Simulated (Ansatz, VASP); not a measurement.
# Cross-check of MgO (Periclase) between VASP and Ansatz

Wanted: the spread between two codes on one cell, functional and k mesh. The cell is taken from a series of VASP runs on this material, whose earlier steps may have relaxed, scaled or displaced it; both programs get it as it stands.

Program: Ansatz 0.2.0. Level of theory: plane waves, with VASP 6.6.1 beside it; relaxation of cell and atoms at PBEsol and relaxation of cell and atoms at r2SCAN with rVV10. Results are calculated unless marked as measured.

### Step 1. Starting point

It takes space group Fm-3m (No. 225, cubic). Conventional cell: a = 4.210 Å, b = 4.210 Å, c = 4.210 Å, α = 90.00°, β = 90.00°, γ = 90.00°. Nearest to Mg lie 6 O at 2.10 Å. Nearest to O lie 6 Mg at 2.10 Å. Farther neighbours and most contacts between anions are not listed.

### Step 2. Ansatz: relaxation of cell and atoms, PBEsol

Ansatz runs on its default PAW (the set named soft_2) files.

The relaxed volume is the usual yardstick between codes: its relative difference is about their pressure difference at one cell divided by the bulk modulus.

The input, input.yaml:

```yaml
crystal:
  lattice:
    - [0.0, 2.1048057584, 2.1048057584]
    - [2.1048057584, 0.0, 2.1048057584]
    - [2.1048057584, 2.1048057584, 0.0]
  atoms:
    - { symbol: Mg, position: [0.0, 0.0, 0.0] }
    - { symbol: O, position: [0.5, 0.5, 0.5] }
hamiltonian:
  xc: pbesol
  pseudopotentials: { kind: paw }
kpoints:
  mp_grid: { grid: [8, 8, 8] }
scf:
  occupations: { method: gaussian, width: 0.03 }
relax:
  f_tol: 0.01
  max_steps: 60
  cell: { stress_tol: 0.05 }
output:
  forces: true
  stress: true
```

The run is started by

```sh
$ ansatz run input.yaml --threads 4 --pin off --max-ram 9216MiB --backend cpu --events-out ev --progress --plain --runs-dir out
```

Numbers of over 12 decimals in the logs are rounded to 6 here.

The log of the run:

```text
Engine: ansatz 0.2.0, aarch64-unknown-linux-gnu
Pseudopotentials: kind: paw
Pseudopotential: Mg, paw, valence charge 10, recommended cutoff 420 eV (normal), Mg.paw.azcp
Pseudopotential: O, paw, valence charge 6, recommended cutoff 420 eV (normal), O.paw.azcp
Functional definition: PBEsol
  exchange = pbesol_x
  correlation = pbesol_c
Crystal: 2 atoms, lattice volume = 18.649 Å³
Basis set: ecut = 420 eV, 339 PW (Γ), exchange–correlation on 40×40×40 points (8 copies of the dense FFT grid, shifted against one another)
Bands: 12, of which v1, the nominal top of the filled ones, is band 8 counted from 1 (7 counted from 0)
Symmetry: 48 space group operations
Space group: Fm-3m (ITA 225), of the structure as read, at distance tolerance 2.7e-5 Å
k-points: 29 of 512
Non-local potential: Mg, projectors of the file, l = 0: 3, l = 1: 2, l = 2: 1
Non-local potential: O, projectors of the file, l = 0: 2, l = 1: 2, l = 2: 1
PAW form: soft (Blöchl's): semilocal exchange-correlation on the pseudo side does not see the compensation charge
PAW frozen core: Mg, regenerated for the run's functional, and the local potential with it (the file was generated under x = pbe(κ = 0.804, μ = 0.219515), c = pbe(β = 0.066725))
PAW frozen core: O, regenerated for the run's functional, and the local potential with it (the file was generated under x = pbe(κ = 0.804, μ = 0.219515), c = pbe(β = 0.066725))
PAW one-centre angular grid: Mg, 110 points (default); XC on 64 Gauss nodes
PAW one-centre angular grid: O, 110 points (default); XC on 64 Gauss nodes
Initial density: superposition of atomic densities (neutral atoms: chi_scale 0, normalization atom), corrected by the library's trained network
Initial wavefunctions: pseudopotential atomic-orbital guess
Functional: x = pbesol(κ = 0.804, μ = 0.123457), c = pbesol(β = 0.046)
SCF iter   1: F=—  HF=-2475.880375 eV  |F-HF|=—  |Δ(HF+E_count)|=         —  Δρ=1.45e-2  dr2=3.13e-2  ethr=1.77e-3  ⟨swp⟩=5.8  Hψ=1997  notcnv=0
preconditioner: auto → none  [insulator: Δε(μ)=4.525 eV  Ē_g=18.313 eV  σ=0.030 eV  W_gap=1.00  n_scr=8 (ndim 8)  ℏωp=24.3 eV  f_vac=0.000  D(μ)=0.00/eV (n_scr^D=0)  ε∞_Penn≈2.8]
SCF iter   2: F=—  HF=-2475.871987 eV  |F-HF|=—  |Δ(HF+E_count)|=   8.39e-3  Δρ=4.12e-3  dr2=3.09e-3  ethr=1.96e-4  ⟨swp⟩=2.1  Hψ=689  notcnv=0
SCF iter   3: F=—  HF=-2475.871213 eV  |F-HF|=—  |Δ(HF+E_count)|=   7.73e-4  Δρ=6.64e-4  dr2=4.38e-5  ethr=1.93e-5  ⟨swp⟩=2.0  Hψ=524  notcnv=0
SCF iter   4: F=—  HF=-2475.871196 eV  |F-HF|=—  |Δ(HF+E_count)|=   1.69e-5  Δρ=1.21e-4  dr2=1.06e-6  ethr=2.74e-7  ⟨swp⟩=2.6  Hψ=548  notcnv=0
SCF iter   5: F=—  HF=-2475.871195 eV  |F-HF|=—  |Δ(HF+E_count)|=   9.42e-7  Δρ=3.88e-5  dr2=1.12e-7  ethr=6.62e-9  ⟨swp⟩=2.1  Hψ=494  notcnv=0
SCF iter   6: F=-2475.871195 eV  HF=-2475.871195 eV  |F-HF|=2.41e-10  |Δ(HF+E_count)|=   5.98e-8  Δρ=3.69e-6  dr2=1.26e-9  ethr=6.25e-10  ⟨swp⟩=4.0  Hψ=1097  notcnv=0
SCF 1 converged in 6 iterations: F = -2475.871195 eV  dr2 = 1.26e-9
  greatest PAW one-centre occupation: 1.000 electrons in one spin orbital (limit 2), on the Mg atom at site 0 (counted from 0), in its partial waves of l = 0
relax step   1: F+E_penalty+E_count = -2475.87119536 eV  Δ(F+E_penalty+E_count) = +0.000e0 eV  max|allowed force component| = 4.980e-30 eV/Å  Δτ_max = 0.0000 Å  P = +0.503 GPa  Ω = 18.649 Å³  (6 SCF iters, dr2 threshold 1.00e-7 eV, accepted)
[...]
relax step   2: F+E_penalty+E_count = -2475.87115395 eV  Δ(F+E_penalty+E_count) = +4.140e-5 eV  max|allowed force component| = 6.409e-30 eV/Å  Δτ_max = 0.0000 Å  P = +0.283 GPa  Ω = 18.674 Å³  energy of the carried Pulay correction = -1.017e-4 eV  (6 SCF iters, dr2 threshold 2.00e-7 eV, accepted)
[...]
relax step   3: F+E_penalty+E_count = -2475.87105096 eV  Δ(F+E_penalty+E_count) = +1.030e-4 eV  max|allowed force component| = 3.188e-30 eV/Å  Δτ_max = 0.0000 Å  P = +0.001 GPa  Ω = 18.706 Å³  energy of the carried Pulay correction = -2.328e-4 eV  (6 SCF iters, dr2 threshold 2.00e-7 eV, accepted)
[...]
relax step   4: F+E_penalty+E_count = -2475.87129820 eV  Δ(F+E_penalty+E_count) = -2.472e-4 eV  max|allowed force component| = 3.270e-30 eV/Å  Δτ_max = 0.0000 Å  P = +0.026 GPa  Ω = 18.706 Å³  stress off target by 2.61e-2 GPa  SCF on the basis re-selected at this cell (its energy is not comparable with the rows above)  (8 SCF iters)
basis re-selected at this cell: Δ(F+E_penalty+E_count) = -2.472e-4 eV, ΔP = +0.025 GPa vs the last step (what re-selecting the basis moved, of the pressure what is left beyond the Pulay correction that the steps carried, after the strain that the cell walked since its last selection, with what the two solves' SCF thresholds leave and, on support functions, any second-order correction that the steps lacked; it is no m [...]
SCF converged after 8 iterations
Free energy (F): -2475.871298 eV
Harris-Foulkes:  -2475.871298 eV  (|F-HF|=0.00e0)
Internal energy: -2475.871298 eV  (E = F + TS)
E sigma→0 (E₀):  -2475.871298 eV
Fermi energy:    10.308822 eV
--- Per-component energies (eV) ---
  E_band       = -292.378515
  E_kinetic    = 254.949511
  E_local      = -1601.775637  (includes V_loc(G=0)·N_el)
  E_nonlocal   = 143.744385
  E_hartree    = 552.926600
  E_xc         = -103.902538
  E_vxc        = -133.879833  (∫ρ·V_xc dr)
  E_paw        = -433.088997  (= ΣΔE_a)
  E_vpaw       = -61.272657  (= ΣTr[D̂ρ^β])
  E_aug_tail   = 0.002515  (compensation charges beyond the density's cutoff)
  E_ewald      = -1288.821288
  E_core_change = 0.094150  (= ΣΔE_core)
  E_smearing   = -0.000000  (= −TS)
  E_closure    = -0.000000  (closes the sum)
  Σ components = -2475.871298   (vs F -2475.871298, Δ=0.00e0)
--- Forces (eV/Å), atoms counted from 1 ---
  atom   1  Mg    -0.00000000     0.00000000     0.00000000
  atom   2  O      0.00000000    -0.00000000     0.00000000
  max |Σ_I F_I| component: 6.08e-30 eV/Å
--- Stress (GPa, compression-positive) ---
        0.026075      -0.000000      -0.000000
       -0.000000       0.026075      -0.000000
       -0.000000      -0.000000       0.026075
  P = ⅓ Tr σ = 0.0261 GPa (0.261 kbar)
--- Relaxed structure (3 steps of the walk, 3 accepted, 1 SCFs on fresh bases) ---
  F+E_penalty+E_count = -2475.87129820 eV   max|allowed force component| = 3.270e-30 eV/Å   (the final SCF, on the basis selected at the relaxed cell)
  cell:  # Å, volume = 18.7058 Å³
    - [0, 2.106922, 2.106922]
    - [2.106922, 0, 2.106922]
    - [2.106922, 2.106922, 0]
  atoms:
    - { symbol: Mg, position: [0, 0, 0] }
    - { symbol: O, position: [0.5, 0.5, 0.5] }
```

It took 1.2 s on 4 threads of Arm Neoverse V2, shared host; peak memory 0.27 GiB; 2.5 s of CPU time.

### Step 3. VASP: relaxation of cell and atoms, PBEsol

The same cell, functional, mesh and smearing now go to VASP, with its own data sets and cutoff.

Lines of VASP's logs that name or quote its potential files are left out, and so is its time.

The input, INCAR:

```
SYSTEM = MgO
PREC = Accurate
ENCUT = 520
EDIFF = 1E-06
NELM = 100
ISMEAR = 0
SIGMA = 0.03
LREAL = .FALSE.
ALGO = Normal
GGA = PS
NBANDS = 10
LORBIT = 11
LWAVE = .FALSE.
LCHARG = .FALSE.
KPAR = 4
IBRION = 2
NSW = 50
ISIF = 3
EDIFFG = -0.006
```

The input, POSCAR:

```
MgO
1.0
    0.0000000000      2.1048057584      2.1048057584
    2.1048057584      0.0000000000      2.1048057584
    2.1048057584      2.1048057584      0.0000000000
Mg O
1 1
Direct
    0.0000000000      0.0000000000      0.0000000000
    0.5000000000      0.5000000000      0.5000000000
```

The input, KPOINTS:

```
Automatic mesh
0
Gamma
8 8 8
0 0 0
```

The projector-augmented-wave data sets are Mg and O (PBE family, release 64).

The run is started by

```sh
$ mpirun -np 4 vasp_std
```

The log of the run:

```text
[banner, memory and clock lines left out]
running    4 mpi-ranks, on    1 nodes
 distrk:  each k-point on    1 cores,    4 groups
 distr:  one band on    1 cores,    1 groups

 POSCAR found type information on POSCAR MgO
 POSCAR found :  2 types and       2 ions
|                                                                             |
|               ----> ADVICE to this user running VASP <----                  |
|                                                                             |
|     You enforced a specific xc type in the INCAR file but a different       |
|     [... a line on the potential file left out ...]
|     I HOPE YOU KNOW WHAT YOU ARE DOING!                                     |
|                                                                             |

 LDA part: xc-table for (Slater+PW92), standard interpolation
 POSCAR, INCAR and KPOINTS ok, starting setup
 FFT: planning ... GRIDC
 FFT: planning ... GRID_SOFT
 FFT: planning ... GRID
 WAVECAR not read
 entering main loop
       N       E                     dE             d eps       ncg     rms          rms(c)
DAV:   1     0.102354038568E+02    0.10235E+02   -0.46713E+03   652   0.702E+02
DAV:   2    -0.134898509080E+02   -0.23725E+02   -0.23276E+02   646   0.136E+02
DAV:   3    -0.138976839865E+02   -0.40783E+00   -0.40758E+00   686   0.164E+01
DAV:   4    -0.138985255301E+02   -0.84154E-03   -0.84153E-03   642   0.837E-01
DAV:   5    -0.138985282277E+02   -0.26976E-05   -0.26976E-05   656   0.471E-02    0.667E+00
DAV:   6    -0.125496257735E+02    0.13489E+01   -0.78667E+00   590   0.165E+01    0.220E+00
DAV:   7    -0.125260254716E+02    0.23600E-01   -0.44285E-02   636   0.212E+00    0.129E+00
DAV:   8    -0.125127055176E+02    0.13320E-01   -0.22216E-02   588   0.186E+00    0.194E-01
DAV:   9    -0.125125238908E+02    0.18163E-03   -0.20678E-04   660   0.112E-01    0.132E-01
DAV:  10    -0.125124652245E+02    0.58666E-04   -0.35336E-04   632   0.154E-01    0.573E-03
DAV:  11    -0.125124661746E+02   -0.95012E-06   -0.41766E-06   618   0.155E-02
   1 F= -.12512466E+02 E0= -.12512466E+02  d E =-.125125E+02
 curvature:   0.00 expect dE= 0.000E+00 dE for cont linesearch  0.000E+00
 trial: gam= 0.00000 g(F)=  0.247E-60 g(S)=  0.193E-08 ort = 0.000E+00 (trialstep = 0.100E+01)
 search vector abs. value=  0.203E-08
 reached required accuracy - stopping structural energy minimisation
```

Parts of OUTCAR (step 3):

```text
ion  position               nearest neighbor table
   1  0.000  0.000  0.000-   2 2.10   2 2.10   2 2.10   2 2.10   2 2.10   2 2.10
   2  0.500  0.500  0.500-   1 2.10   1 2.10   1 2.10   1 2.10   1 2.10   1 2.10

  LATTYP: Found a face centered cubic cell.
 ALAT       =     4.2096115168

 Subroutine GETGRP returns: Found 48 space group operations
 (whereof 48 operations were pure point group operations)

The static configuration has the point symmetry O_h .

 Found     29 irreducible k-points:

   k-points           NKPTS =     29   k-points in BZ     NKDIM =     29   number of bands    NBANDS=     10

   dimension x,y,z NGX =    24 NGY =   24 NGZ =   24
   dimension x,y,z NGXF=    48 NGYF=   48 NGZF=   48

   ENCUT  =  520.0 eV  38.22 Ry    6.18 a.u.   5.53  5.53  5.53*2*pi/ulx,y,z

   NELECT =       8.0000    total number of electrons

 k-points in reciprocal lattice and weights: Automatic mesh
   0.00000000  0.00000000  0.00000000       0.002
   0.12500000  0.00000000  0.00000000       0.016
   0.25000000  0.00000000  0.00000000       0.016
   0.37500000  0.00000000  0.00000000       0.016
   0.50000000  0.00000000  0.00000000       0.008
   0.12500000  0.12500000  0.00000000       0.012
   0.25000000  0.12500000  0.00000000       0.047
   0.37500000  0.12500000  0.00000000       0.047
   0.50000000  0.12500000  0.00000000       0.047
[...]
-0.37500000  0.50000000  0.12500000       0.023
  -0.25000000  0.50000000  0.25000000       0.012

 average (electrostatic) potential at core
       1 -34.6507       2 -69.5503

 E-fermi :   3.2611

 k-point     1 :       0.0000    0.0000    0.0000
  band No.  band energies     occupation
      1     -14.1346      2.00000
      2       3.0804      2.00000
      3       3.0804      2.00000
      4       3.0804      2.00000
      5       7.7315      0.00000
      6      18.7221      0.00000
      7      18.7221      0.00000
      8      18.7221      0.00000
      9      22.5689      0.00000
    ...

 k-point     2 :       0.1250    0.0000    0.0000
  band No.  band energies     occupation
      1     -13.9675      2.00000
      2       2.1093      2.00000
      3       2.9752      2.00000
      4       2.9752      2.00000
      5       8.6522      0.00000
      6      17.0298      0.00000
      7      19.0846      0.00000
      8      19.0846      0.00000
      9      23.4935      0.00000
    ...

 k-point     3 :       0.2500    0.0000    0.0000
  band No.  band energies     occupation
      1     -13.5329      2.00000
      2       0.3809      2.00000
      3       2.7332      2.00000
      4       2.7332      2.00000
      5      10.0846      0.00000
      6      15.5044      0.00000
      7      19.5956      0.00000
      8      19.5956      0.00000
      9      23.0938      0.00000
    ...

  Total        0.0001634      0.0001634      0.0001634      0.0000000      0.0000000      0.0000000
  in kB        0.0140342      0.0140342      0.0140342      0.0000000      0.0000000      0.0000000
  external PRESSURE =       0.0140342 kB  Pullay stress =       0.0000000 kB

  energy-cutoff  :      520.00
  volume of cell :       18.65
      direct lattice vectors                 reciprocal lattice vectors
     0.000000000  2.104805758  2.104805758    -0.237551612  0.237551612  0.237551612
     2.104805758  0.000000000  2.104805758     0.237551612 -0.237551612  0.237551612
     2.104805758  2.104805758  0.000000000     0.237551612  0.237551612 -0.237551612

 POSITION                                       TOTAL-FORCE (eV/Angst)
 -----------------------------------------------------------------------------------
      0.00000      0.00000      0.00000         0.000000      0.000000     -0.000000
      2.10481      2.10481      2.10481        -0.000000     -0.000000      0.000000
 -----------------------------------------------------------------------------------
    total drift:                               -0.000000     -0.000000      0.000000

  FREE ENERGIE OF THE ION-ELECTRON SYSTEM (eV)
  ---------------------------------------------------
  free  energy   TOTEN  =       -12.5124661746 eV

  energy  without entropy=      -12.5124661746  energy(sigma->0) =      -12.51246617

 reached required accuracy - stopping structural energy minimisation

 total charge
# of ion       s       p       d       tot
------------------------------------------
    1        0.150   0.182   0.080   0.412
    2        1.537   3.542   0.000   5.079
--------------------------------------------------
tot          1.688   3.724   0.080   5.492

[... 3 further parts left out ...]
```

### Step 4. Side by side

Known differences besides the potentials themselves: both relaxations stop at a tolerance, which leaves soft axes loose, and VASP keeps its plane-wave basis; the data sets hold 16 valence electrons in Ansatz (default PAW (the set named soft_2) files) and 8 in VASP; the cutoff is 420 eV in Ansatz and 520 eV in VASP; Ansatz makes its cores anew for this functional, VASP keeps those of its PBE data sets; VASP leaves aspherical gradient terms in its spheres out (LASPH is not set), Ansatz keeps them; Ansatz adds a Pulay correction to the stress that steers its cell, VASP none. Total energies have different zeros and are not compared.

Both answers:

| quantity | Ansatz | VASP | difference |
| --- | --- | --- | --- |
| volume (Å³) | 18.71 | 18.65 | +0.30 % |
| edge a after relaxation, in the typed setting (Å) | 2.980 | 2.977 | +0.10 % |

The walks stopped with 0.03 GPa left in Ansatz and 0.00 GPa in VASP; each walk ends within a tolerance, so the volume difference is uncertain by about these residues over the bulk modulus, most in soft cells.

(Part 1 of 2 ends here.)

[Lines on the potential files, build, host, timing and source positions are cut from VASP's logs without a mark.]

[Logs are printed without paths, hosts, clocks, repeated set-up lines and the standing remarks that a program may print on its own settings, such as how far it seeks lower states.]

[Hosts, paths, dates, database ids (printed as entryN), source tags and the programs' standing remarks are cut or masked in the printed files.]
